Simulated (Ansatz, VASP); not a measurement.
**Two plane-wave programs on W**

```
W
1.0
     4.24961    0.00000    0.00000
    -2.12480    3.68027    0.00000
     0.00000    0.00000    4.53706
W
4
Direct
  0.00000 0.00000 0.12500
  0.00000 0.50000 0.98917
  0.50000 0.00000 0.98917
  0.50000 0.50000 0.98917
```

Alike in both runs: task relaxation of cell and atoms; functional PBE; k mesh 6 × 6 × 4; occupations gaussian, width 0.1 eV; no spin polarisation.

|  | VASP | Ansatz |
| --- | --- | --- |
| version | VASP 6.6.1 | Ansatz 0.2.0 |
| potentials or method | VASP PAW PBE potentials, release 64 (W_sv) | scalar-relativistic, plane waves, PAW |
| plane-wave cutoff (eV) | 600 | 420 |
| valence electrons in the cell | 56 | 56 |

|  | VASP | Ansatz | Ansatz less VASP |
| --- | --- | --- | --- |
| gap on the k mesh at the Fermi level, each at its own relaxed structure (eV) | none | none | - |
| relaxed volume (Å³/atom) | 16.95 | 16.91 | -0.045 |
| relaxed cell length with the largest relative difference (Å) | 5.329 | 5.320 | -0.0091 |
| energy change over the relaxation (meV/atom) | -7571 | -7298 | +273.1 |

A gap of «none» marks a metal or a gap that the smearing closes.

The runs have no spin-orbit coupling, so splittings on W are missing.
